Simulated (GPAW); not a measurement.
CdSe: equation of state with PBEsol+D3

Crystal: CdSe.

```xyz
2
Lattice="0.0000 3.0703 3.0703 3.0703 0.0000 3.0703 3.0703 3.0703 0.0000" Properties=species:S:1:pos:R:3 pbc="T T T"
Cd    0.0000    0.0000    0.0000
Se    1.5351    1.5351    1.5351
```

Measurements of this composition are mostly on another form, of space group No. 186.

```json
{
 "Program": "GPAW 26.7.0",
 "Task": "equation of state",
 "Functional": "PBEsol",
 "Dispersion": "D3",
 "Potentials or basis": "PAW data sets generated in the run's folder for this functional",
 "Cutoff": "600 eV",
 "Basis": "pw",
 "k mesh": "6 × 6 × 6",
 "Occupations": "fermi-dirac, width 0.05 eV",
 "Spin": "no spin polarisation",
 "Maxiter": "150",
 "Eos scales": "[0.94, 0.96, 0.98, 1.0, 1.02, 1.04, 1.06]"
}
```

```json
{
 "Equilibrium volume": "27.14 Å³/atom (rough: see the caveat)",
 "Bulk modulus": "58 GPa (rough)"
}
```

Energy against volume, from the lowest point:
| volume (Å³/atom) | energy (meV/atom) |
| --- | --- |
| 27.206 | 0.00 |
| 27.784 | 2.62 |
| 28.363 | 9.12 |
| 28.942 | 19.06 |
| 29.521 | 32.02 |
| 30.100 | 47.63 |
| 30.679 | 65.63 |

It took 74 s on 1 thread of Arm Neoverse V1 (shared host), peak memory 0.27 GiB.

Caveat: the minimum lies outside the volumes run.
